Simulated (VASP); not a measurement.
# Ta2N (P-3m1) in VASP: a series of runs

One crystal, Ta2N, is run at these levels: RPBE+U, SCAN+U, PBE, RPBE; tasks: single point, relaxation of cell and atoms.

Everything below comes from runs of VASP 6.6.1. Logs are shortened: lines on timing, memory, paths and dates and some standing lists are left out, and cuts for length are marked.

## Step 1: Starting point

The structure is trigonal, space group P-3m1 (No. 164). The conventional cell has a = 3.113 Å, b = 3.113 Å, c = 4.870 Å, α = 90.00°, β = 90.00°, γ = 120.00°. Ta (site symmetry 3m) is surrounded by 3 N at 2.18 Å. N (site symmetry -3m) has 6 Ta at 2.18 Å as nearest neighbours.

The cell comes from a database or a generator and needn't be the stable form of this composition.

## Step 2: Single point, RPBE+U

run.py reads:

```python
from ase.calculators.vasp import Vasp
from ase.dft.bandgap import bandgap
from ase.io import read

atoms = read('Ta2N.cif')
calc = Vasp(
    directory='calc',
    xc='rpbe',
    pp='PBE',
    setups='recommended',
    prec='Accurate',
    encut=520,
    ediff=1e-06,
    ismear=0,
    sigma=0.1,
    lreal=False,
    lasph=True,
    nelm=80,
    algo='Normal',
    isif=2,
    lwave=False,
    lcharg=False,
    lmaxmix=4,
    ldautype=2,
    ldauprint=1,
    ldau_luj={'Ta': {'L': 2, 'U': 4, 'J': 0}},
    kpts=[10, 10, 6],
    gamma=True,
    nbands=20,
)
atoms.calc = calc

print('energy (eV):', atoms.get_potential_energy())
print('free energy (eV):', atoms.get_potential_energy(force_consistent=True))
print('forces (eV/A):')
print(atoms.get_forces())
print('stress (eV/A^3, Voigt):', atoms.get_stress())
print('Fermi level (eV):', calc.get_fermi_level())
gap, top, bottom = bandgap(calc)
print('band gap (eV):', gap, 'from (spin, k, band)', top, 'to', bottom)
```

Ta2N.cif reads:

```cif
data_Ta2N
_cell_length_a 3.11286151
_cell_length_b 3.11286151
_cell_length_c 4.86984100
_cell_angle_alpha 90.00000000
_cell_angle_beta 90.00000000
_cell_angle_gamma 120.00000000
_space_group_name_H-M_alt 'P1'
_space_group_name_Hall 'P 1'
_space_group_IT_number 1
loop_
_space_group_symop_operation_xyz
'x,y,z'
loop_
_atom_site_label
_atom_site_type_symbol
_atom_site_symmetry_multiplicity
_atom_site_Wyckoff_symbol
_atom_site_fract_x
_atom_site_fract_y
_atom_site_fract_z
_atom_site_occupancy
Ta1 Ta 1 a 0.3333333333 0.6666666667 0.2547110000 1
Ta2 Ta 1 a 0.6666666667 0.3333333333 0.7452890000 1
N1 N 1 a 0.0000000000 0.0000000000 0.0000000000 1
```

Potentials or basis: VASP PAW PBE potentials, release 64 (Ta_pv, N).

The run is started by

```bash
$ python run.py
```

What it wrote:

```text
energy (eV): -25.74252993
free energy (eV): -25.74669963
forces (eV/A):
[[ 0.         -0.          0.63364193]
 [-0.          0.         -0.63364193]
 [ 0.          0.          0.        ]]
stress (eV/A^3, Voigt): [-0.07863239 -0.07863239 -0.11085815  0.         -0.         -0.        ]
Fermi level (eV): 8.23088035
band gap (eV): 0.0 from (spin, k, band) (None, None, None) to (None, None, None)
```

OUTCAR:

```text
ENCUT = 520.000000
   EDIFF = 1.00e-06
   GGA = RP
   PREC = Accurate
   ISIF = 2
   ISMEAR = 0
   NELM = 80
   LASPH = .TRUE.
   LREAL = .FALSE.

 ion  position               nearest neighbor table
   1  0.333  0.667  0.255-   3 2.18   3 2.18   3 2.18   2 2.99   2 2.99   2 2.99   2 3.06   2 3.06
                             2 3.06
   2  0.667  0.333  0.745-   3 2.18   3 2.18   3 2.18   1 2.99   1 2.99   1 2.99   1 3.06   1 3.06
                             1 3.06
   3  0.000  0.000  0.000-   1 2.18   2 2.18   1 2.18   2 2.18   2 2.18   1 2.18

  LATTYP: Found a hexagonal cell.
 ALAT       =     3.1128615100
 C/A-ratio  =     1.5644258456

  Lattice vectors:

 A1 = (   3.1128615100,   0.0000000000,   0.0000000000)
 A2 = (  -1.5564307550,   2.6958171461,   0.0000000000)
 A3 = (   0.0000000000,   0.0000000000,   4.8698410000)

Analysis of symmetry for initial positions (statically):
=====================================================================
 Subroutine PRICEL returns:
 Original cell was already a primitive cell.

 Routine SETGRP: Setting up the symmetry group for a
 hexagonal supercell.

 Subroutine GETGRP returns: Found 12 space group operations
 (whereof 12 operations were pure point group operations)
 out of a pool of 24 trial point group operations.

The static configuration has the point symmetry D_3d.

Analysis of symmetry for dynamics (positions and initial velocities):
=====================================================================
 Subroutine PRICEL returns:
 Original cell was already a primitive cell.

 Routine SETGRP: Setting up the symmetry group for a
 hexagonal supercell.

 Subroutine GETGRP returns: Found 12 space group operations
 (whereof 12 operations were pure point group operations)
 out of a pool of 24 trial point group operations.

The dynamic configuration has the point symmetry D_3d.

 Subroutine INISYM returns: Found 12 space group operations
 (whereof 12 operations are pure point group operations),
 and found     1 'primitive' translations

----------------------------------------------------------------------------------------

                                     Primitive cell

  volume of cell :      40.8663

  direct lattice vectors                    reciprocal lattice vectors
     3.112861510  0.000000000  0.000000000     0.321247828  0.185472520  0.000000000
    -1.556430755  2.695817146  0.000000000     0.000000000  0.370945040  0.000000000
     0.000000000  0.000000000  4.869841000     0.000000000  0.000000000  0.205345513
[... 184 lines left out ...]
 -0.0000 -0.0081  0.0000 -0.0000  0.2191

 occupancies and eigenvectors

  o =  0.2107  v = -0.2319 -0.6807  0.0000 -0.2424 -0.6512  0.0000  0.0000  0.0000  0.0000  0.0000      0.0000  0.0000  0.0000  0.0000  0.0000  0.0000  0.0000  0.0000  0.0000  0.0000
  o =  0.2107  v =  0.0000  0.0000  0.0000  0.0000  0.0000 -0.2319 -0.6807  0.0000 -0.2424 -0.6512      0.0000  0.0000  0.0000  0.0000  0.0000  0.0000  0.0000  0.0000  0.0000  0.0000
  o =  0.2107  v =  0.0000  0.0000  0.0000  0.0000  0.0000  0.6512 -0.2424  0.0000  0.6807 -0.2319      0.0000  0.0000  0.0000  0.0000  0.0000  0.0000  0.0000  0.0000  0.0000  0.0000
  o =  0.2107  v =  0.6512 -0.2424  0.0000  0.6807 -0.2319  0.0000  0.0000  0.0000  0.0000  0.0000      0.0000  0.0000  0.0000  0.0000  0.0000  0.0000  0.0000  0.0000  0.0000  0.0000
  o =  0.2269  v = -0.2191  0.6587 -0.0000  0.2096 -0.6886  0.0000  0.0000  0.0000  0.0000  0.0000      0.0000  0.0000  0.0000  0.0000  0.0000  0.0000  0.0000  0.0000  0.0000  0.0000
  o =  0.2269  v =  0.0000  0.0000  0.0000  0.0000  0.0000 -0.2191  0.6587 -0.0000  0.2096 -0.6886      0.0000  0.0000  0.0000  0.0000  0.0000  0.0000  0.0000  0.0000  0.0000  0.0000
  o =  0.2269  v =  0.6886  0.2096  0.0000 -0.6587 -0.2191  0.0000  0.0000  0.0000  0.0000  0.0000      0.0000  0.0000  0.0000  0.0000  0.0000  0.0000  0.0000  0.0000  0.0000  0.0000
[... 7 lines left out ...]

spin component  1

  0.2191  0.0000 -0.0000 -0.0081 -0.0000
  0.0000  0.2184  0.0000  0.0000 -0.0081
 -0.0000  0.0000  0.2438  0.0000 -0.0000
 -0.0081  0.0000  0.0000  0.2184 -0.0000
 -0.0000 -0.0081 -0.0000 -0.0000  0.2191

spin component  2

  0.2191  0.0000 -0.0000 -0.0081 -0.0000
  0.0000  0.2184  0.0000  0.0000 -0.0081
 -0.0000  0.0000  0.2438  0.0000 -0.0000
 -0.0081  0.0000  0.0000  0.2184 -0.0000
 -0.0000 -0.0081 -0.0000 -0.0000  0.2191

 occupancies and eigenvectors

  o =  0.2107  v =  0.6344  0.2869  0.0000  0.6632  0.2745  0.0000  0.0000  0.0000  0.0000  0.0000      0.0000  0.0000  0.0000  0.0000  0.0000  0.0000  0.0000  0.0000  0.0000  0.0000
  o =  0.2107  v =  0.0000  0.0000  0.0000  0.0000  0.0000  0.6344  0.2869  0.0000  0.6632  0.2745      0.0000  0.0000  0.0000  0.0000  0.0000  0.0000  0.0000  0.0000  0.0000  0.0000
  o =  0.2107  v =  0.2745 -0.6632 -0.0000  0.2869 -0.6344  0.0000  0.0000  0.0000  0.0000  0.0000      0.0000  0.0000  0.0000  0.0000  0.0000  0.0000  0.0000  0.0000  0.0000  0.0000
  o =  0.2107  v =  0.0000  0.0000  0.0000  0.0000  0.0000  0.2745 -0.6632 -0.0000  0.2869 -0.6344      0.0000  0.0000  0.0000  0.0000  0.0000  0.0000  0.0000  0.0000  0.0000  0.0000
  o =  0.2269  v =  0.4326 -0.5537 -0.0000 -0.4138  0.5788  0.0000  0.0000  0.0000  0.0000  0.0000      0.0000  0.0000  0.0000  0.0000  0.0000  0.0000  0.0000  0.0000  0.0000  0.0000
  o =  0.2269  v =  0.0000  0.0000  0.0000  0.0000  0.0000  0.4326 -0.5537 -0.0000 -0.4138  0.5788      0.0000  0.0000  0.0000  0.0000  0.0000  0.0000  0.0000  0.0000  0.0000  0.0000
  o =  0.2269  v =  0.5788  0.4138  0.0000 -0.5537 -0.4326  0.0000  0.0000  0.0000  0.0000  0.0000      0.0000  0.0000  0.0000  0.0000  0.0000  0.0000  0.0000  0.0000  0.0000  0.0000
  o =  0.2269  v =  0.0000  0.0000  0.0000  0.0000  0.0000  0.5788  0.4138  0.0000 -0.5537 -0.4326      0.0000  0.0000  0.0000  0.0000  0.0000  0.0000  0.0000  0.0000  0.0000  0.0000
  o =  0.2438  v =  0.0000  0.0000  0.0000  0.0000  0.0000  0.0000  0.0000 -1.0000 -0.0000  0.0000      0.0000  0.0000  0.0000  0.0000  0.0000  0.0000  0.0000  0.0000  0.0000  0.0000
  o =  0.2438  v =  0.0000  0.0000 -1.0000 -0.0000  0.0000  0.0000  0.0000  0.0000  0.0000  0.0000      0.0000  0.0000  0.0000  0.0000  0.0000  0.0000  0.0000  0.0000  0.0000  0.0000

 number of electron      26.9999996 magnetization

 Free energy of the ion-electron system (eV)
  ---------------------------------------------------
  ext. energy  EPLUGINS =         0.00000000
  ---------------------------------------------------
  free energy    TOTEN  =       -25.74669963 eV

  energy without entropy =      -25.73836022  energy(sigma->0) =      -25.74252993

 E-fermi :   8.2309     XC(G=0): -12.8122

 val. band max:        8.2220131452   @ k =   0.4000   0.1000   0.3333
 cond. band min:       8.2443286808   @ k =   0.2000   0.1000   0.1667
 fundamental gap:      0.0223155356
 Fermi energy:         8.2308803519

------------------------ aborting loop because EDIFF is reached ----------------------------------------

  FORCE on cell =-STRESS in cart. coord.  units (eV):
  Direction    XX          YY          ZZ          XY          YZ          ZX
  --------------------------------------------------------------------------------------
  -------------------------------------------------------------------------------------
  Total        3.2134112      3.2134112      4.5303570      0.0000000     -0.0000000      0.0000000
  in kB      125.9829774    125.9829774    177.6143291      0.0000000     -0.0000000      0.0000000
  external PRESSURE =     143.1934279 kB  Pullay stress =       0.0000000 kB

 VOLUME and BASIS-vectors are now :
 -----------------------------------------------------------------------------
  energy-cutoff  :      520.00
  volume of cell :       40.87
      direct lattice vectors                 reciprocal lattice vectors
     3.112861510  0.000000000  0.000000000     0.321247828  0.185472520  0.000000000
    -1.556430755  2.695817146  0.000000000     0.000000000  0.370945040  0.000000000
     0.000000000  0.000000000  4.869841000     0.000000000  0.000000000  0.205345513

 POSITION                                       TOTAL-FORCE (eV/Angst)
 -----------------------------------------------------------------------------------
     -0.00000      1.79721      1.24040         0.000000     -0.000000      0.633642
      1.55643      0.89861      3.62944        -0.000000      0.000000     -0.633642
      0.00000      0.00000      0.00000         0.000000      0.000000      0.000000
 -----------------------------------------------------------------------------------

  FREE ENERGIE OF THE ION-ELECTRON SYSTEM (eV)
  ---------------------------------------------------
  free  energy   TOTEN  =       -25.7466996341 eV

  energy  without entropy=      -25.7383602164  energy(sigma->0) =      -25.74252993
```

INCAR:

```text
ENCUT = 520.000000
SIGMA = 0.100000
EDIFF = 1.00e-06
ALGO = Normal
GGA = RP
PREC = Accurate
ISIF = 2
ISMEAR = 0
LDAUPRINT = 1
LDAUTYPE = 2
LMAXMIX = 4
NBANDS = 20
NELM = 80
LASPH = .TRUE.
LCHARG = .FALSE.
LWAVE = .FALSE.
LREAL = .FALSE.
LDAU = .TRUE.
LDAUL = 2 -1
LDAUU = 4.000 0.000
LDAUJ = 0.000 0.000
```

Run time: 29 s. Hardware: 1 thread of AMD EPYC 9R45 (Zen 5), shared host; peak memory 0.15 GiB.

Results:

* Free energy: -25.7467 eV
* Pressure: 14.3 GPa
* Largest force: 0.634 eV/Å
* Band gap on the k mesh: none (metal or under the smearing width)

Forces in eV/Å, atoms in the order of the input:
```
Ta   0.000  0.000  0.634
Ta   0.000  0.000 -0.634
N    0.000  0.000  0.000
```

Eigenvalues of the final occupation matrices:
| site | spin | trace | eigenvalues |
| --- | --- | --- | --- |
| site 1 d | 1 | 1.12 | 0.21 0.21 0.23 0.23 0.24 |
| site 1 d | 2 | 1.12 | 0.21 0.21 0.23 0.23 0.24 |
| site 2 d | 1 | 1.12 | 0.21 0.21 0.23 0.23 0.24 |
| site 2 d | 2 | 1.12 | 0.21 0.21 0.23 0.23 0.24 |

Caveat: the PAW data sets were made with another functional, which shifts forces and pressure a little; U without spin polarisation on a metal has little footing. Spin-orbit coupling is left out, which matters for the levels of Ta.

(Part 1 of 2 ends here.)
